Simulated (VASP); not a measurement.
The system is Te2Pt (Moncheite).

```
CELL_PARAMETERS angstrom
4.01000 0.00000 0.00000
-2.00500 3.47276 0.00000
0.00000 0.00000 5.20100
ATOMIC_POSITIONS crystal
Te 0.33333 0.66667 0.25000
Te 0.66667 0.33333 0.75000
Pt 0.00000 0.00000 0.00000
```

- Program: VASP 6.6.1
- Task: relaxation of cell and atoms
- Functional: PBE
- Dispersion: D3(BJ)
- Potentials or basis: VASP PAW PBE potentials, release 64 (Te, Pt)
- Cutoff: 600 eV
- k mesh: 12 × 12 × 7
- Occupations: methfessel-paxton, width 0.1 eV
- Spin: no spin polarisation

At the start: pressure 4.6 GPa; volume 24.14 Å³/atom.

Question: Where does the relaxation end?

Answer: Over 17 steps the energy falls by 33.0 meV/atom and the volume is 24.04 Å³/atom (-0.4 %); space group P-3m1 (No. 164, to 0.05 Å).

The path:
```csv
step,energy change (eV),largest force (eV/Å),pressure (GPa),volume (Å³)
1,0.0000,1.0590,4.61,72.43
2,0.0679,0.4419,-7.10,79.95
3,-0.0612,0.3603,-0.93,75.32
4,-0.0612,0.3729,-0.82,75.26
5,-0.0768,0.2706,-0.58,74.46
6,-0.0934,0.0018,0.34,72.36
7,-0.0961,0.1564,-0.75,72.56
8,-0.0965,0.1151,-0.48,72.51
9,-0.0982,0.0146,0.48,71.65
10,-0.0986,0.0442,0.24,71.91
11,-0.0986,0.0467,0.18,71.93
12,-0.0989,0.0410,-0.13,72.16
13,-0.0990,0.0422,-0.10,72.13
14,-0.0990,0.0093,0.12,72.05
15,-0.0991,0.0066,0.05,72.08
16,-0.0991,0.0082,0.04,72.08
17,-0.0991,0.0053,0.01,72.13
```

Final structure:
```
CELL_PARAMETERS angstrom
4.05189 0.00000 0.00000
-2.02595 3.50904 0.00000
0.00000 0.00000 5.07317
ATOMIC_POSITIONS crystal
Te 0.33333 0.66667 0.26786
Te 0.66667 0.33333 0.73214
Pt 0.00000 0.00000 0.00000
```

Caveat: pairwise dispersion overbinds metals, which lowers pressure and volume.
